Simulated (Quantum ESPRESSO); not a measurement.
SiC (Moissanite 6H):

```
Si C
1.0
     3.09500    0.00000    0.00000
    -1.54750    2.68035    0.00000
     0.00000    0.00000   15.17000
Si C
6 6
Cartesian
  1.5475 0.8934 6.9524
  0.0000 1.7869 14.5374
  1.5475 0.8934 12.0101
  0.0000 1.7869 4.4251
  0.0000 0.0000 9.4812
  0.0000 0.0000 1.8962
  1.5475 0.8934 5.0562
  0.0000 1.7869 12.6412
  1.5475 0.8934 10.1138
  0.0000 1.7869 2.5288
  0.0000 0.0000 7.5850
  0.0000 0.0000 0.0000
```

- Program: Quantum ESPRESSO 7.5
- Task: single point
- Functional: PBE
- Potentials or basis: SSSP 1.3 efficiency PBE
- Cutoff: 748 eV
- Density cutoff: 5987 eV
- k mesh: 10 × 10 × 2
- Occupations: fermi-dirac, width 0.05 eV
- Spin: no spin polarisation

On this cell: pressure 0.4 GPa; largest force 0.142 eV/Å; band gap on the k mesh 2.02 eV, indirect (least direct gap 3.12 eV).

The same run follows on a disturbed copy (atoms moved at random, drawn with an rms of 0.05 Å):

```
Si C
1.0
     3.09500    0.00000    0.00000
    -1.54750    2.68035    0.00000
     0.00000    0.00000   15.17000
Si C
6 6
Direct
  0.70366 0.34007 0.45818
  0.34320 0.66662 0.96182
  0.65616 0.32770 0.78855
  0.33798 0.65851 0.29253
  0.00607 0.99553 0.62711
  0.00540 0.99726 0.12533
  0.66449 0.32101 0.32955
  0.33941 0.66270 0.83434
  0.67668 0.34244 0.66601
  0.34306 0.68793 0.16502
  0.01890 0.00890 0.49876
  0.99691 0.00290 0.00111
```

Q: What does the disturbed cell give?

A: The energy moves by +26.9 meV/atom; pressure 0.9 GPa; largest force 2.257 eV/Å; band gap on the k mesh 1.66 eV, indirect (least direct gap 2.97 eV).

Forces in eV/Å, atoms in the order of the input:
```
Si  -1.312  0.062 -0.549
Si  -0.791  0.060 -1.107
Si   0.829  0.104  2.097
Si  -0.324 -0.018 -1.255
Si  -0.104  0.767 -1.211
Si  -0.570  1.063 -0.030
C    0.487  0.363  1.428
C   -0.703  0.017 -0.628
C    0.065 -0.769 -0.102
C    0.599 -1.237  0.847
C    0.962 -0.286  0.537
C    0.861 -0.125 -0.026
```

Stress tensor (GPa, compression positive):
```
 1.57 -0.55  0.72
-0.55  1.30 -0.55
 0.72 -0.55 -0.03
```

A k mesh can miss the band edges.
